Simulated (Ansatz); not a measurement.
BeS:

```
CELL_PARAMETERS angstrom
0.00000 2.42500 2.42500
2.42500 0.00000 2.42500
2.42500 2.42500 0.00000
ATOMIC_POSITIONS crystal
S 0.75000 0.75000 0.75000
Be 0.00000 0.00000 0.00000
```

Base run:

* Program: Ansatz 0.2.0
* Functional: PBE0
* Potentials or basis: all-electron PAW datasets made for the crystal
* Cutoff: 310 eV (chosen from the basis error)
* k mesh: 6 × 6 × 6
* Occupations: fermi-dirac, width 0.05 eV
* Spin: no spin polarisation

Its results: band gap on the k mesh 4.77 eV, indirect (least direct gap 7.61 eV); pressure 0.2 GPa.

Question: The run is repeated on the same cell with these changes: functional from PBE0 to HSE06. What comes out?

Answer: Band gap on the k mesh 4.06 eV, indirect (least direct gap 6.87 eV); pressure 0.2 GPa.

A k mesh can miss the band edges.
